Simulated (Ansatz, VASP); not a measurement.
## One calculation of Cd, two programs

Contents of INCAR:

```
SYSTEM = Cd
PREC     = Accurate       ! precision mode
ENCUT    = 520            ! plane-wave cutoff, eV
EDIFF    = 1E-7           ! SCF threshold, eV
ISMEAR   = -1             ! smearing method
SIGMA    = 0.1            ! smearing width, eV
LREAL    = .False.        ! projectors in reciprocal space
LASPH    = .True.         ! aspherical terms in the spheres
NELM     = 60             ! most SCF steps
ALGO     = Fast           ! electronic algorithm
ISIF     = 2              ! what is computed and relaxed
LWAVE    = .False.        ! write WAVECAR
LCHARG   = .False.        ! write CHGCAR
GGA      = CA             ! functional
NBANDS   = 25             ! bands
```

Contents of KPOINTS:

```
regular mesh
0
Gamma
  8 8 12
  0 0 0
```

Contents of POSCAR:

```
Cd
1.0
    4.8592584389      0.0000000000      0.0000000000
   -2.4296292195      4.2082412517      0.0000000000
    0.0000000000      0.0000000000      2.8911566791
Cd
3
Direct
    0.0000000000      0.0000000000      0.0000000000
    0.3333333333      0.6666666667      0.5000000000
    0.6666666667      0.3333333333      0.5000000000
```

Input for Ansatz:

```yaml
crystal:
  lattice:
    - [4.8592584389, 0.0, 0.0]
    - [-2.4296292195, 4.2082412517, 0.0]
    - [0.0, 0.0, 2.8911566791]
  atoms:
    - { symbol: Cd, position: [0.0, 0.0, 0.0] }
    - { symbol: Cd, position: [0.3333333333, 0.6666666667, 0.5] }
    - { symbol: Cd, position: [0.6666666667, 0.3333333333, 0.5] }
hamiltonian:
  xc: lda
  pseudopotentials:
    kind: paw
    azcp:
      Cd: "pseudopotentials/Cd.paw.azcp"
basis:
  ecutwfc: 420
  fft_grid_basis: typed
kpoints:
  mp_grid: { grid: [8, 8, 12], shift: [0, 0, 0] }
magnetization:
  spin_polarized: false
scf:
  occupations: { method: fermi_dirac, width: 0.1 }
  lower_state_search: "off"
output:
  stress: true
  write_density: true
  write_potential: true
  elf: true
  volumetric_format: npy
```

Alike in both runs: task single point; functional LDA; k mesh 8 × 8 × 12; occupations fermi-dirac, width 0.1 eV; no spin polarisation.

```csv
,VASP,Ansatz
version,VASP 6.6.1,Ansatz 0.2.0
potentials or method,"VASP PAW LDA potentials, release 64 (Cd)","plane waves (420 eV) with PAW, scalar-relativistic"
plane-wave cutoff (eV),520,420
valence electrons in the cell,36,60
```

```tsv
	VASP	Ansatz	Ansatz less VASP
pressure (GPa)	3.6	2.9	-0.73
largest component of the traceless stress (GPa)	0.45	0.49	+0.044
```

The two sets of potentials don't hold the same shells in valence. Ansatz warned: «pseudo_functional_mismatch».
